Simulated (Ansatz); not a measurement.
Space group Fm-3m (No. 225). a = 5.447 Å, b = 5.447 Å, c = 5.447 Å, α = 90.00°, β = 90.00°, γ = 90.00°
| atom | site | symmetry | x | y | z |
| --- | --- | --- | --- | --- | --- |
| Si | 8c | -43m | 0.2500 | 0.7500 | 0.7500 |
| Ni | 4a | m-3m | 0.0000 | 0.0000 | 0.0000 |

Equation of state of this Si2Ni structure (not necessarily the ground state), with shape and atoms relaxed at each volume where symmetry leaves them free. It has no gap at any of these volumes. These are results of Ansatz, DFT PBE, scalar-relativistic, plane waves, PAW, not measurements.

Plane waves to 420 eV, a k mesh through Γ of 14×14×14 on the computed 3-atom cell and Gaussian smearing (0.10 eV); no spin polarisation.

| V (Å³/atom) | E − E(largest V) (meV/atom) | P (GPa) |
| --- | --- | --- |
| 11.851 | 58.65 | 24.63 |
| 12.255 | 6.79 | 16.79 |
| 12.659 | -27.13 | 10.29 |
| 13.063 | -45.87 | 4.73 |
| 13.467 | -51.71 | 0.01 |
| 13.871 | -46.55 | -4.04 |
| 14.275 | -31.88 | -7.49 |
| 14.813 | 0.00 | -11.19 |

Fit a third-order Birch–Murnaghan equation to E(V).

V0 = 13.47 Å³/atom, B0 = 146 GPa, B0' = 4.3.